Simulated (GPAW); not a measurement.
A run of GPAW 26.7.0:

run.py

```python
from ase import Atoms
from ase.dft.bandgap import bandgap
from ase.io import write
from ase.units import Bohr, GPa
from gpaw import GPAW, PW
from gpaw.elf import elf_from_dft_calculation

atoms = Atoms(['Hf', 'C'],
              cell=[[0.0, 2.325, 2.325],
                    [2.325, 0.0, 2.325],
                    [2.325, 2.325, 0.0]],
              scaled_positions=[[0.5, 0.5, 0.5],
                                [0.0, 0.0, 0.0]],
              pbc=True)

calc = GPAW(mode=PW(800),
            xc='PBE',
            kpts={'size': (10, 10, 10), 'gamma': True},
            occupations={'name': 'methfessel-paxton', 'order': 0, 'width': 0.015},
            nbands=18,
            convergence={'density': 1e-05, 'energy': 1e-05},
            maxiter=150,
            txt='gpaw.txt')
atoms.calc = calc
energy = atoms.get_potential_energy()
forces = atoms.get_forces()
stress = atoms.get_stress()
calc.write('gs.gpw')
write('result.traj', atoms)
print(f'Energy: {energy:.6f} eV')
print('Forces (eV/A):')
print(forces.round(4))
print('Stress (GPa):', (stress / GPa).round(3))
print('Fermi level:', round(calc.get_fermi_level(), 4), 'eV')
print(f'Gap: {bandgap(calc)[0]:.4f} eV, direct: {bandgap(calc, direct=True)[0]:.4f} eV')

# fields on the real-space grid
write('density.cube', atoms, data=calc.get_pseudo_density() * Bohr**3)
write('potential.cube', atoms, data=calc.get_electrostatic_potential())
write('elf.cube', atoms, data=elf_from_dft_calculation(calc).data)
```

Potentials or basis: GPAW PAW data sets (gpaw-data 1.2.1), pw.

Launch:

```console
$ OMP_NUM_THREADS=1 python run.py
```

Hardware: 1 thread of Intel(R) Xeon(R) Platinum 8488C (Sapphire Rapids), on a shared host.

Problem. How long does it take, and how much memory?

Solution. It took 18 s on 1 thread of Intel(R) Xeon(R) Platinum 8488C (Sapphire Rapids), on a shared host, peak memory 0.18 GiB. Counts: scf iterations 9, plane waves 1308, bands 18, k points 47.
